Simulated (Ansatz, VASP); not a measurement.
**Two plane-wave programs on TePb**

```xyz
2
Lattice="0.0000 3.1912 3.1912 3.1912 0.0000 3.1912 3.1912 3.1912 0.0000" Properties=species:S:1:pos:R:3 pbc="T T T"
Te    3.1912    3.1912    3.1912
Pb    0.0000    0.0000    0.0000
```

Alike in both runs: functional LDA; k mesh 8 × 8 × 8; occupations gaussian, width 0.02 eV; no spin polarisation.

Ansatz relaxed the structure, and its values are those at the end. VASP's run is a single point on that final structure, the one shown.

|  | VASP | Ansatz |
| --- | --- | --- |
| version | VASP 6.6.1 | Ansatz 0.2.0 |
| potentials or method | VASP PAW LDA potentials, release 64 (Te, Pb_d) | scalar-relativistic, plane waves, PAW |
| plane-wave cutoff (eV) | 520 | 420 |
| valence electrons in the cell | 20 | 30 |

VASP gave:

* gap on the k mesh at the Fermi level (eV): 0.56
* least direct gap on the mesh (eV): 0.56
* pressure (GPa): 0.0

**Question.** What did Ansatz give for the same quantities?

**Answer.** gap on the k mesh at the Fermi level (eV): 0.57; least direct gap on the mesh (eV): 0.57; pressure (GPa): 0.0.

The two sets of potentials don't hold the same shells in valence.

Caveats: spin-orbit coupling is left out, which as a rule narrows the gap of such compounds by several tenths of an eV. A k mesh can miss the band edges.
